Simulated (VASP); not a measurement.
# ZnS (R3m) in VASP: notebook

The runs below take ZnS through single point, with PBEsol.

Everything below comes from runs of VASP 6.6.1. Logs are shortened: lines on timing, memory, paths and dates and some standing lists are left out, and cuts for length are marked.

## Step 1: Starting point

The structure is trigonal, space group R3m (No. 160). Conventional cell: a = 4.001 Å, b = 4.001 Å, c = 8.971 Å, α = 90.00°, β = 90.00°, γ = 120.00°. Zn (site symmetry 3m) is surrounded by 4 S at 2.33 to 2.40 Å. S (site symmetry 3m) is surrounded by 4 Zn at 2.33 to 2.40 Å.

Measurements of this composition are mostly on another form, of space group No. 216.

## Step 2: Single point, PBEsol

INCAR reads:

```
ALGO = Fast ; EDIFF = 1E-6
ENCUT = 520 ; GGA = PS
ISIF = 2 ; ISMEAR = 0
ISYM = 0 ; LASPH = T
LCHARG = F ; LREAL = F
LWAVE = F ; NBANDS = 16
NELM = 100 ; PREC = Accurate
SIGMA = 0.02
```

KPOINTS reads:

```
k-points
0
Gamma
  9 9 12
```

POSCAR reads:

```
ZnS
1.0
    4.0010046268      0.0000000000      0.0000017354
   -2.0005023134      3.4649716475     -0.0000017354
    2.0005035694     -1.1549912743      2.9902126704
Zn S
1 1
Direct
    0.0046761720     -0.0046761720     -0.0140284077
    0.7453238280      0.2546761720      0.7640284077
```

Potentials or basis: VASP PAW PBE potentials, release 64 (Zn, S).

The run is started by

```
> cat potpaw_PBE.64/Zn/POTCAR potpaw_PBE.64/S/POTCAR > POTCAR
> mpirun -np 1 vasp_std > vasp.out
```

OUTCAR:

```text
EDIFF = 1E-6
   ENCUT = 520
   GGA = PS
   ISIF = 2
   ISMEAR = 0
   ISYM = 0
   LASPH = T
   LREAL = F
   NELM = 100
   PREC = Accurate

 ion  position               nearest neighbor table
   1  0.005  0.995  0.986-   2 2.33   2 2.40   2 2.40   2 2.40
   2  0.745  0.255  0.764-   1 2.33   1 2.40   1 2.40   1 2.40

IMPORTANT INFORMATION: All symmetrisations will be switched off!
NOSYMM: (Re-)initialisation of all symmetry stuff for point group C_1.

----------------------------------------------------------------------------------------

                                     Primitive cell

  volume of cell :      41.4544

  direct lattice vectors                    reciprocal lattice vectors
     4.001004627  0.000000000  0.000001735     0.249937275  0.144301297 -0.111474904
    -2.000502313  3.464971648 -0.000001735    -0.000000048  0.288602678  0.111474904
     2.000503569 -1.154991274  2.990212670    -0.000000145  0.000000084  0.334424503

  length of vectors
     4.001004627  4.001004627  3.778543527     0.309383516  0.309383516  0.334424503

  position of ions in fractional coordinates (direct lattice)
     0.004676172  0.995323828  0.985971592
     0.745323828  0.254676172  0.764028408

  ion indices of the primitive-cell ions
   primitive index   ion index
                 1           1
                 2           2

----------------------------------------------------------------------------------------

 KPOINTS: k-points

Automatic generation of k-mesh.
 Grid dimensions read from file:
 generate k-points for:    9    9   12

 Generating k-lattice:

  Cartesian coordinates                     Fractional coordinates (reciprocal lattice)
     0.027770808  0.016033477 -0.012386100     0.111111111  0.000000000 -0.000000000
    -0.000000005  0.032066964  0.012386100     0.000000000  0.111111111 -0.000000000
    -0.000000012  0.000000007  0.027868709     0.000000000  0.000000000  0.083333333

  Length of vectors
     0.034375946  0.034375946  0.027868709

  Shift w.r.t. Gamma in fractional coordinates (k-lattice)
     0.000000000  0.000000000  0.000000000

 -----------------------------------------------------------------------------
|                                                                             |
[... 64 lines left out ...]
   ISPIN  =      1    spin polarized calculation?
   LNONCOLLINEAR =      F non collinear calculations
   LSORBIT =      F    spin-orbit coupling
   LASPH  =      T    aspherical Exc in radial PAW
   ENCUT  =  520.0 eV  38.22 Ry    6.18 a.u.   7.44  7.44  7.03*2*pi/ulx,y,z
   NELM   =    100;   NELMIN=  2; NELMDL= -5     # of ELM steps
   EDIFF  = 0.1E-05   stopping-criterion for ELM
   LREAL  =      F    real-space projection
   EDIFFG = 0.1E-04   stopping-criterion for IOM
   NSW    =      0    number of steps for IOM
   IBRION =     -1    ionic relax: 0-MD 1-quasi-New 2-CG
   NFREE  =      0    steps in history (QN), initial steepest desc. (CG)
   ISIF   =      2    stress and relaxation
   ISYM   =      0    0-nonsym 1-usesym 2-fastsym
   POTIM  = 0.5000    time-step for ionic-motion
   TEBEG  =    0.0;   TEEND  =   0.0 temperature during run
   PSTRESS=    0.0 pullay stress
   NELECT =      18.0000    total number of electrons
   NUPDOWN=      -1.0000    fix difference up-down
   EMIN   =  10.00;   EMAX   =-10.00  energy-range for DOS
   EFERMI =   0.00;   METHOD = LEGACY
   ISMEAR =     0;   SIGMA  =   0.02  broadening in eV -4-tet -1-fermi 0-gaus
   EFERMI_NEDOS =   21; number of points for ismear=-14 and -15
   IALGO  =     68    algorithm
   IMIX   =      4    mixing-type and parameters
     AMIX     =   0.40;   BMIX     =  1.00
     AMIX_MAG =   1.60;   BMIX_MAG =  1.00
  volume/ion in A,a.u.               =      20.73       139.87
  Fermi-wavevector in a.u.,A,eV,Ry     =   1.239678  2.342651 20.909444  1.536801
  Thomas-Fermi vector in A             =   2.374151
   LORBIT       =      0    0 simple, 1 ext, 2 COOP (PROOUT), +10 PAW based schemes
   GGA     = PS    functional components
   LHFCALC =     F    Hartree Fock is set to
   AEXX    =    0.0000 exact exchange contribution
   IVDW    =     0    specifies the selected vdW correction
   LEPSILON=     F    determine dielectric tensor
   LRPA    =     F    only Hartree local field effects (RPA)
 non-spin polarized calculation
 RMM-DIIS sequential band-by-band and
 Gauss-broadening in eV      SIGMA  =   0.02
  energy-cutoff  :      520.00
  volume of cell :       41.45
 maximum number of plane-waves:      1136
 NGX is ok and might be reduce to    30
   NGX = 15   NGY = 15   NGZ = 15

 number of electron      18.0000002 magnetization

 Free energy of the ion-electron system (eV)
  ---------------------------------------------------
  ext. energy  EPLUGINS =         0.00000000
  ---------------------------------------------------
  free energy    TOTEN  =        -7.48281920 eV

  energy without entropy =       -7.48281920  energy(sigma->0) =       -7.48281920

 E-fermi :   1.8550     XC(G=0):  -9.6256

 val. band max:        1.7686445512   @ k =   0.0000   0.0000   0.0000
 cond. band min:       3.2404398616   @ k =   0.0000   0.0000   0.0000
 fundamental gap:      1.4717953104
 Fermi energy:         1.8550290702

 k-point     1 :       0.0000    0.0000    0.0000
  band No.  band energies     occupation
      1     -11.2417      2.00000
      2      -4.6210      2.00000
      3      -4.6210      2.00000
      4      -4.5945      2.00000
      5      -4.1789      2.00000
      6      -4.1789      2.00000
[... 433 lines left out ...]
      3      -4.5306      2.00000
      4      -4.4465      2.00000
      5      -4.1807      2.00000
      6      -4.1572      2.00000
[... 8 lines left out ...]
     15      13.2107      0.00000
     16      13.6669      0.00000

 [... further k-points ...]
[... 5 lines left out ...]
  --------------------------------------------------------------------------------------
  -------------------------------------------------------------------------------------
  Total       -1.8765863     -1.8765979      0.0717259     -0.0000117     -0.0000481      0.0000841
  in kB      -72.5284639    -72.5289109      2.7721434     -0.0004517     -0.0018606      0.0032506
  external PRESSURE =     -47.4284105 kB  Pullay stress =       0.0000000 kB

 VOLUME and BASIS-vectors are now :
 -----------------------------------------------------------------------------
  energy-cutoff  :      520.00
  volume of cell :       41.45
      direct lattice vectors                 reciprocal lattice vectors
     4.001004627  0.000000000  0.000001735     0.249937275  0.144301297 -0.111474904
    -2.000502313  3.464971648 -0.000001735    -0.000000048  0.288602678  0.111474904
     2.000503569 -1.154991274  2.990212670    -0.000000145  0.000000084  0.334424503

 POSITION                                       TOTAL-FORCE (eV/Angst)
 -----------------------------------------------------------------------------------
      0.00000      2.30998      2.94826         0.000556     -0.000319     -0.002880
      4.00101     -0.00000      2.28461        -0.000556      0.000319      0.002880
 -----------------------------------------------------------------------------------
    total drift:                                0.001060     -0.000612      0.000064

  FREE ENERGIE OF THE ION-ELECTRON SYSTEM (eV)
  ---------------------------------------------------
  free  energy   TOTEN  =        -7.4828192005 eV

  energy  without entropy=       -7.4828192005  energy(sigma->0) =       -7.48281920
```

OSZICAR:

```text
N       E                     dE             d eps       ncg     rms          rms(c)
DAV:   1     0.875616122414E+02    0.87562E+02   -0.88863E+03 15608   0.132E+03
DAV:   2    -0.199870605832E+01   -0.89560E+02   -0.83519E+02 17760   0.256E+02
DAV:   3    -0.783387002786E+01   -0.58352E+01   -0.58092E+01 19536   0.636E+01
DAV:   4    -0.789591164379E+01   -0.62042E-01   -0.62029E-01 19288   0.684E+00
DAV:   5    -0.789666021780E+01   -0.74857E-03   -0.74856E-03 19968   0.716E-01    0.608E+00
RMM:   6    -0.751316989349E+01    0.38349E+00   -0.78012E-01 18466   0.838E+00    0.492E+00
RMM:   7    -0.748568763343E+01    0.27482E-01   -0.14694E-01 19741   0.373E+00    0.228E+00
RMM:   8    -0.748338189648E+01    0.23057E-02   -0.28456E-02 21309   0.119E+00    0.858E-01
RMM:   9    -0.748264439011E+01    0.73751E-03   -0.71066E-03 19547   0.895E-01    0.187E-01
RMM:  10    -0.748274921494E+01   -0.10482E-03   -0.19125E-03 20837   0.406E-01    0.953E-02
RMM:  11    -0.748280404835E+01   -0.54833E-04   -0.52476E-04 18503   0.218E-01    0.623E-02
RMM:  12    -0.748281540592E+01   -0.11358E-04   -0.15978E-04 19919   0.966E-02    0.368E-02
RMM:  13    -0.748281843413E+01   -0.30282E-05   -0.28236E-05 19332   0.445E-02    0.147E-02
RMM:  14    -0.748281920051E+01   -0.76637E-06   -0.82263E-06 15617   0.227E-02
   1 F= -.74828192E+01 E0= -.74828192E+01  d E =-.917732E-13
```

stdout:

```text
POSCAR found type information on POSCAR ZnS
 POSCAR found :  2 types and       2 ions
 scaLAPACK will be used
 -----------------------------------------------------------------------------
|                                                                             |
|                                                                             |
[... 21 lines left out ...]
|     Results are often still useful ...                                      |
|                                                                             |
 -----------------------------------------------------------------------------

 POSCAR, INCAR and KPOINTS ok, starting setup
 FFT: planning ... GRIDC
 FFT: planning ... GRID_SOFT
 FFT: planning ... GRID
 WAVECAR not read
 entering main loop
```

Run time: 2.4 min. Hardware: 1 thread of Intel Xeon 6975P-C (Granite Rapids), shared host; peak memory 0.41 GiB.

What came out:

```
Free energy            : -7.4828 eV
Pressure               : -4.7 GPa
Band gap on the k mesh : 1.47 eV, direct
```

Forces on the atoms (eV/Å):
```
Zn   0.001  0.000 -0.003
S   -0.001  0.000  0.003
```

Caveat: the PAW data sets were made with another functional, which shifts forces and pressure a little; an odd mesh through Γ misses points on the zone boundary, where band edges often lie.

## Step 3: Single point, PBEsol

This run uses another cell than the first one, of 20.07 Å³/atom, 0.968 times its volume.

INCAR reads:

```
PREC     = Accurate       # precision mode
ENCUT    = 520            # plane-wave cutoff, eV
EDIFF    = 1E-7           # SCF threshold, eV
ISMEAR   = 0              # smearing method
SIGMA    = 0.02           # smearing width, eV
LREAL    = F              # projectors in reciprocal space
LASPH    = T              # aspherical terms in the spheres
NELM     = 100            # most SCF steps
ALGO     = Fast           # electronic algorithm
ISIF     = 2              # what is computed and relaxed
LWAVE    = F              # write WAVECAR
LCHARG   = F              # write CHGCAR
GGA      = PS             # functional
NBANDS   = 16             # bands
ISYM     = 0
```

KPOINTS reads:

```
Automatic mesh
0
Gamma
  9 9 12
```

POSCAR reads:

```
ZnS
1.0
    4.0010046268      0.0000000000      0.0000000000
   -2.0005023134      3.4649716475      0.0000000000
    2.0005023134     -1.1549905492      2.8957441479
Zn S
1 1
Direct
    0.0000000000      0.0000000000      0.0000000000
    0.7500000000      0.2500000000      0.7500000000
```

Potentials or basis: VASP PAW PBE potentials, release 64 (Zn, S).

The run is started by

```
> cat potpaw_PBE.64/Zn/POTCAR potpaw_PBE.64/S/POTCAR > POTCAR
> mpirun -np 1 vasp_std > vasp.out
```

Wall time 2.9 min (1 thread of Intel Xeon 6975P-C (Granite Rapids), shared host); peak memory 0.4 GiB.

It converged, with:

| Quantity | Value |
| --- | --- |
| Free energy | -7.4023 eV |
| Pressure | -1.1 GPa |
| Largest force | 1.103 eV/Å |
| Band gap on the k mesh | 1.64 eV, direct |

Forces on the atoms (eV/Å):
```
Zn   0.000  0.000 -1.103
S    0.000  0.000  1.103
```

Stress tensor (GPa, compression positive):
```
-7.07  0.00  0.00
 0.00 -7.07  0.00
 0.00  0.00 10.96
```

Levels at points of the mesh, in eV from the valence-band top:
```
           k point  band 7  band 8  band 9  band 10  band 11  band 12
(0.00, 0.00, 0.00)   -0.23   -0.23    0.00     1.64     5.66     5.66
(0.00, 0.00, 0.50)   -5.32   -1.44   -1.44     2.38     6.17     6.17
```

Caveat: the PAW data sets were made with another functional, which shifts forces and pressure a little; an odd mesh through Γ misses points on the zone boundary, where band edges often lie. As with any semilocal functional, this PBEsol gap is likely too small.
